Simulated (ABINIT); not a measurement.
# Cl (Cmce) in ABINIT: further runs, part 2 of 2

ABINIT 10.8.3 (patched build). Earlier steps stand in the parts before.

## (4) Single point, r2SCAN

run.abi reads:

```
pp_dirpath "./"
pseudos "Cl_ONCV_PBE-1.2.upf"

acell 3*1.0 Angstrom
rprim
     3.1450000000    -2.2500000000     0.0000000000
     3.1450000000     2.2500000000     0.0000000000
     0.0000000000     0.0000000000     8.2100000000
ntypat 1
znucl 17
natom 4
typat 1 1 1 1
xred
     0.3700000000     0.6300000000     0.4000000000
     0.1300000000     0.8700000000     0.9000000000
     0.6300000000     0.3700000000     0.6000000000
     0.8700000000     0.1300000000     0.1000000000
chkprim 0
chksymtnons 0
tolsym 1.0e-6

ecut 31.0

kptopt 1
ngkpt 6 6 3
nshiftk 1
shiftk 0.0 0.0 0.0

ixc -497498
usekden 1

nband 18
occopt 3
tsmear 0.05 eV

nstep 100
tolvrs 1.0e-9

iomode 3
prtwf 0
prteig 0
prtebands 0
enunit 2
prtvol 2
prtden 1
prtvha 1
prtvclmb 1
prtpot 1
prtelf 1
```

Potentials or basis: SG15 NC PBE v1.2.

The run is started by

```console
mpirun --bind-to none -np 4 abinit run.abi > log 2>&1
```

run.abo:

```text
.Version 10.8.3 of ABINIT
 Symmetries : space group Cm c a (# 64); Bravais oC (1-face-center ortho.)
================================================================================
 Values of the parameters that define the memory need of the present run
     intxc =       0    ionmov =       0      iscf =       7    lmnmax =       4
     lnmax =       4     mgfft =      80  mpssoang =       2    mqgrid =    3889
     natom =       4  nloc_mem =       1    nspden =       1   nspinor =       1
    nsppol =       1      nsym =       8    n1xccc =       0    ntypat =       1
    occopt =       3   xclevel =       2
       mpw =        6488          nfft =      128000          nkpt =          26
================================================================================
================================================================================

--------------------------------------------------------------------------------
------------- Echo of variables that govern the present computation ------------
--------------------------------------------------------------------------------
 -outvars: echo values of preprocessed input variables --------
            acell      1.8897261259E+00  1.8897261259E+00  1.8897261259E+00 Bohr
              amu      3.54527000E+01
          chkprim           0
      chksymtnons           0
             ecut      3.10000000E+01 Hartree
           enunit           2
              ixc     -497498
         kptrlatt        6    0    0      0    6    0      0    0    3
          kptrlen      4.38451851E+01
            natom           4
            nband          18
            ngfft          40      40      80
             nkpt          26
            nstep         100
             nsym           8
           ntypat           1
           occopt           3
        prtebands           0
           prteig           0
           prtelf           1
          prtkden           1
           prtpot           1
         prtvclmb           1
           prtvha           1
           prtvol           2
            prtwf           0
            rprim      3.1450000000E+00 -2.2500000000E+00  0.0000000000E+00
                       3.1450000000E+00  2.2500000000E+00  0.0000000000E+00
                       0.0000000000E+00  0.0000000000E+00  8.2100000000E+00
          spgroup          64
           tolsym      1.00000000E-06
           tolvrs      1.00000000E-09
           tsmear      1.83746611E-03 Hartree
            typat      1  1  1  1
          usekden           1
           xangst      3.1450000000E+00  5.8500000000E-01  3.2840000000E+00
                       3.1450000000E+00  1.6650000000E+00  7.3890000000E+00
                       3.1450000000E+00 -5.8500000000E-01  4.9260000000E+00
                       3.1450000000E+00 -1.6650000000E+00  8.2100000000E-01
            xcart      5.9431886660E+00  1.1054897837E+00  6.2058605975E+00
                       5.9431886660E+00  3.1463939996E+00  1.3963186344E+01
                       5.9431886660E+00 -1.1054897837E+00  9.3087908962E+00
                       5.9431886660E+00 -3.1463939996E+00  1.5514651494E+00
             xred      3.7000000000E-01  6.3000000000E-01  4.0000000000E-01
                       1.3000000000E-01  8.7000000000E-01  9.0000000000E-01
                       6.3000000000E-01  3.7000000000E-01  6.0000000000E-01
                       8.7000000000E-01  1.3000000000E-01  1.0000000000E-01
            znucl       17.00000

================================================================================

 chkinp: Checking input parameters for consistency.

================================================================================
[... 454 lines left out ...]
   2.00000    2.00000    2.00000    2.00000    2.00000    2.00000    0.00000    0.00000
   0.00000    0.00000
 kpt#  26, nband= 18, wtk=  0.01852, kpt=  0.5000  0.5000  0.3333 (reduced coord)
  -0.63842   -0.63574   -0.48814   -0.48182   -0.19966   -0.19220   -0.14959   -0.14032
  -0.11519   -0.11326   -0.03858   -0.03441   -0.02856   -0.01674    0.09801    0.10188
   0.34094    0.34611
      occupation numbers for kpt#  26
   2.00000    2.00000    2.00000    2.00000    2.00000    2.00000    2.00000    2.00000
   2.00000    2.00000    2.00000    2.00000    2.00000    2.00000    0.00000    0.00000
   0.00000    0.00000
 Fermi (or HOMO) energy (eV) =   1.19931   Average Vxc (eV)=  -8.15641
 Eigenvalues (   eV  ) for nkpt=  26  k points:
 kpt#   1, nband= 18, wtk=  0.00926, kpt=  0.0000  0.0000  0.0000 (reduced coord)
 -17.64051  -17.43427  -13.53499  -12.99624   -5.70477   -4.90162   -2.93697   -2.81586
  -2.47019   -2.46090   -0.93249   -0.63154   -0.37676   -0.28446    2.58642    3.18232
   7.28783    8.04235
 kpt#   2, nband= 18, wtk=  0.03704, kpt=  0.1667  0.0000  0.0000 (reduced coord)
 -17.59203  -17.41134  -13.50380  -13.04130   -5.69744   -4.96190   -3.10008   -3.09910
  -2.60899   -2.60718   -0.75091   -0.53052   -0.42708   -0.34214    2.59535    3.14906
   7.82202    8.36326
 kpt#   3, nband= 18, wtk=  0.03704, kpt=  0.3333  0.0000  0.0000 (reduced coord)
 -17.48163  -17.37475  -13.42010  -13.15830   -5.64102   -5.16170   -3.57528   -3.46350
  -2.73782   -2.72108   -0.64234   -0.61131   -0.46510   -0.36162    2.76512    3.08390
   8.73790    8.97385
 kpt#   4, nband= 18, wtk=  0.01852, kpt=  0.5000  0.0000  0.0000 (reduced coord)
 -17.39032  -17.39032  -13.29901  -13.29901   -5.45112   -5.45112   -3.69172   -3.69172
  -2.76259   -2.76259   -0.72963   -0.72963   -0.36979   -0.36979    2.97663    2.97663
   8.83312    8.83312
 kpt#   5, nband= 18, wtk=  0.01852, kpt=  0.1667  0.1667  0.0000 (reduced coord)
[... 72 lines left out ...]
 -17.42891  -17.34795  -13.31264  -13.11614   -5.47504   -5.21519   -3.70149   -3.53205
  -3.05213   -3.02965   -1.06499   -0.81361   -0.66813   -0.36783    2.69765    2.83412
   9.41745    9.61035
 kpt#  24, nband= 18, wtk=  0.07407, kpt=  0.5000  0.3333  0.3333 (reduced coord)
 -17.38128  -17.31803  -13.29663  -13.14921   -5.44282   -5.24614   -3.89600   -3.70167
  -3.24340   -3.15173   -0.95960   -0.77487   -0.65777   -0.41232    2.71879    2.83908
   9.44065    9.60563
 kpt#  25, nband= 18, wtk=  0.03704, kpt= -0.3333  0.3333  0.3333 (reduced coord)
 -17.36483  -17.33705  -13.29510  -13.23532   -5.39188   -5.31748   -3.70073   -3.51898
  -3.49021   -3.40737   -0.78675   -0.60430   -0.41900   -0.38576    2.81974    2.88753
   9.76623    9.98885
 kpt#  26, nband= 18, wtk=  0.01852, kpt=  0.5000  0.5000  0.3333 (reduced coord)
 -17.37241  -17.29936  -13.28284  -13.11099   -5.43310   -5.22994   -4.07043   -3.81819
  -3.13451   -3.08204   -1.04980   -0.93638   -0.77705   -0.45544    2.66686    2.77239
   9.27758    9.41806
 Total charge density [el/Bohr^3]
)     Maximum=    2.9202E-01  at reduced coord.    0.2250    0.9250    0.9000
)Next maximum=    2.9202E-01  at reduced coord.    0.0750    0.7750    0.9000
)     Minimum=    1.4039E-03  at reduced coord.    0.2500    0.5000    0.1375
)Next minimum=    1.4039E-03  at reduced coord.    0.5000    0.7500    0.1375
   Integrated=    2.8000E+01

--- !EnergyTerms
iteration_state     : {dtset: 1, }
comment             : Components of total free energy in Hartree
kinetic             :  2.12851363888793E+01
hartree             :  1.29879659823899E+01
xc                  : -1.15564959616242E+01
Ewald energy        : -4.52935173226236E+01
psp_core            :  2.16535876653345E-01
local_psp           : -5.52022139421585E+01
non_local_psp       :  1.71429814890623E+01
internal            : -6.04196074894214E+01
'-kT*entropy'       : -5.45645395483073E-15
total_energy        : -6.04196074894214E+01
total_energy_eV     : -1.64410127622521E+03
band_energy         : -6.41088903745915E+00
...

 Cartesian components of stress tensor (hartree/bohr^3)
  sigma(1 1)= -3.29053913E-06  sigma(3 2)=  0.00000000E+00
  sigma(2 2)=  1.40762755E-05  sigma(3 1)=  0.00000000E+00
  sigma(3 3)=  1.79667193E-05  sigma(2 1)=  0.00000000E+00

-Cartesian components of stress tensor (GPa)         [Pressure= -2.8198E-01 GPa]
- sigma(1 1)= -9.68110035E-02  sigma(3 2)=  0.00000000E+00
- sigma(2 2)=  4.14138323E-01  sigma(3 1)=  0.00000000E+00
- sigma(3 3)=  5.28599132E-01  sigma(2 1)=  0.00000000E+00

== END DATASET(S) ==============================================================
================================================================================

 -outvars: echo values of variables after computation  --------
            acell      1.8897261259E+00  1.8897261259E+00  1.8897261259E+00 Bohr
           etotal     -6.0419607489E+01
            fcart      1.9701294178E-21 -6.6656892426E-04 -1.6872176794E-03
                       1.6272639463E-20  6.6656892426E-04 -1.6872176794E-03
                       1.6272639463E-20  6.6656892426E-04  1.6872176794E-03
                      -3.4515408344E-20 -6.6656892426E-04  1.6872176794E-03
            rprim      3.1450000000E+00 -2.2500000000E+00  0.0000000000E+00
                       3.1450000000E+00  2.2500000000E+00  0.0000000000E+00
                       0.0000000000E+00  0.0000000000E+00  8.2100000000E+00
           strten     -3.2905391281E-06  1.4076275499E-05  1.7966719304E-05
                       0.0000000000E+00  0.0000000000E+00  0.0000000000E+00
           xangst      3.1450000000E+00  5.8500000000E-01  3.2840000000E+00
                       3.1450000000E+00  1.6650000000E+00  7.3890000000E+00
                       3.1450000000E+00 -5.8500000000E-01  4.9260000000E+00
                       3.1450000000E+00 -1.6650000000E+00  8.2100000000E-01
             xred      3.7000000000E-01  6.3000000000E-01  4.0000000000E-01
                       1.3000000000E-01  8.7000000000E-01  9.0000000000E-01
                       6.3000000000E-01  3.7000000000E-01  6.0000000000E-01
                       8.7000000000E-01  1.3000000000E-01  1.0000000000E-01
 Calculation completed.
```

It took 82 s on 4 MPI ranks of Arm Neoverse V1, shared host; peak memory 0.44 GiB.

Results:

```
Free energy                                           : -1644.1013 eV
Pressure                                              : -0.3 GPa
Largest force                                         : 0.093 eV/Å
Band gap on the k mesh                                : 2.81 eV, indirect (least direct gap 2.87 eV)
Valence electrons inside the program's atomic spheres : Cl 5.01 (radii [1.0584] Å)
```

Forces in eV/Å, atoms in the order of the input:
```
Cl   0.000 -0.034 -0.087
Cl   0.000  0.034 -0.087
Cl   0.000  0.034  0.087
Cl   0.000 -0.034  0.087
```

Levels at points of the mesh, in eV from the valence-band top:
| k point | band 11 | band 12 | band 13 | band 14 | band 15 | band 16 | band 17 | band 18 |
| --- | --- | --- | --- | --- | --- | --- | --- | --- |
| (0.00, 0.00, 0.00) | -0.71 | -0.40 | -0.15 | -0.06 | 2.81 | 3.41 | 7.52 | 8.27 |
| (0.50, 0.00, 0.00) | -0.50 | -0.50 | -0.14 | -0.14 | 3.20 | 3.20 | 9.06 | 9.06 |
| (0.50, 0.50, 0.00) | -0.97 | -0.90 | -0.37 | 0.00 | 2.89 | 3.10 | 9.37 | 9.41 |

Caveat: the potentials were made for another functional, which shifts forces and pressure; an odd mesh through Γ misses points on the zone boundary, where band edges often lie.

## (5) Single point, r2SCAN

run.abi: that of step 4 with these lines changed.

```diff
@@ -1,3 +1,3 @@
 pp_dirpath "./"
-pseudos "Cl_ONCV_PBE-1.2.upf"
+pseudos "Cl.upf"
 
@@ -21,3 +21,3 @@
 
-ecut 31.0
+ecut 35.0
 
@@ -30,2 +30,4 @@
 usekden 1
+nc_xccc_gspace 1
+boxcutmin 3.0
 
@@ -48,2 +50 @@
 prtpot 1
-prtelf 1
```

Potentials or basis: PseudoDojo NC SR PBE v0.4.1 standard.

The run is started by

```console
mpirun --bind-to none -np 4 abinit run.abi > log 2>&1
```

It took 5.3 min on 4 MPI ranks of Arm Neoverse V1, shared host; peak memory 1.1 GiB.

It converged, with:

```
Free energy                                           : -1807.6070 eV
Pressure                                              : -0.8 GPa
Largest force                                         : 0.227 eV/Å
Band gap on the k mesh                                : 2.71 eV, indirect (least direct gap 2.77 eV)
Valence electrons inside the program's atomic spheres : Cl 5.01 (radii [1.0584] Å)
```

Forces in eV/Å, atoms in the order of the input:
```
Cl   0.000 -0.190  0.124
Cl   0.000  0.190  0.124
Cl   0.000  0.190 -0.124
Cl   0.000 -0.190 -0.124
```

Stress tensor (GPa, compression positive):
```
 0.10  0.00  0.00
 0.00 -0.96  0.00
 0.00  0.00 -1.56
```

Levels at points of the mesh, in eV from the valence-band top:
```csv
k point,band 10,band 11,band 12,band 13,band 14,band 15,band 16,band 17,band 18
"(0.00, 0.00, 0.00)",-2.22,-0.70,-0.40,-0.15,-0.06,2.71,3.28,7.53,8.14
"(0.50, 0.00, 0.00)",-2.52,-0.50,-0.50,-0.14,-0.14,3.08,3.08,8.94,8.94
"(0.50, 0.50, 0.00)",-2.89,-0.96,-0.90,-0.36,0.00,2.78,2.98,9.20,9.33
```

Caveat: a meta-GGA on potentials with a model core is unreliable; the potentials were made for another functional, which shifts forces and pressure; an odd mesh through Γ misses points on the zone boundary, where band edges often lie.

## (6) Overview

```csv
potentials or basis,cutoff (eV),fine-grid cutoff,gap on the mesh (eV),pressure (GPa),largest force (eV/Å)
"Ansatz PAW PBE default generated set, frozen core",490,979.61 eV,2.86,-0.7,0.21
JTH PAW PBE v2.0,816,1414.99 eV,2.84,-0.5,0.13
SG15 NC PBE v1.2,844,-,2.81,-0.3,0.09
PseudoDojo NC SR PBE v0.4.1 standard,952,-,2.71,-0.8,0.23
```

Alike in all rows: task single point; level r2SCAN; no spin polarisation; cell as given; k mesh 6 × 6 × 3; smearing fermi-dirac 0.05 eV.

Caveats: an odd mesh through Γ misses points on the zone boundary, where band edges often lie; totals of a meta-GGA on PAW files have another zero than those of a GGA (some runs); the PAW data sets were made with another functional, which shifts forces and pressure a little (some runs); the potentials were made for another functional, which shifts forces and pressure (some runs); the atomic spheres overlap (some runs); a meta-GGA on potentials with a model core is unreliable (some runs).

Absolute energies hang on the potentials; compare differences alone.
